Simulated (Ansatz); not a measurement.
The system is Pd.

```
Pd
1.0
    -1.57228    1.57228    1.57228
     1.57228   -1.57228    1.57228
     1.57228    1.57228   -1.57228
Pd
1
Direct
  0.00000 0.00000 0.00000
```

This isn't the form of Pd at room conditions, which is fcc.

Base run:

| Item | Value |
| --- | --- |
| Program | Ansatz 0.2.0 |
| Functional | BLYP |
| Potentials or basis | Ansatz PAW |
| Cutoff | 420 eV (not typed: the program's choice for these potentials) |
| k mesh | 12 × 12 × 12 |
| Occupations | fermi-dirac, width 0.05 eV |
| Spin | no spin polarisation |

Its results: band gap on the k mesh none (metal or under the smearing width); pressure 8.7 GPa.

Problem. After a change of settings the same cell gave: band gap on the k mesh none (metal or under the smearing width); pressure 3.3 GPa. Which change was it?
A. functional from BLYP to PBEsol
B. functional from BLYP to revPBE
C. functional from BLYP to r2SCAN; cutoff from 420 eV (not typed: the program's choice for these potentials) to 500 eV (not typed: the program's choice for these potentials)
D. functional from BLYP to RPBE

Solution. D.

Caveats: the PAW data sets come from PBE, with cores solved anew for the run's functional, which leaves a small shift of forces and pressure.
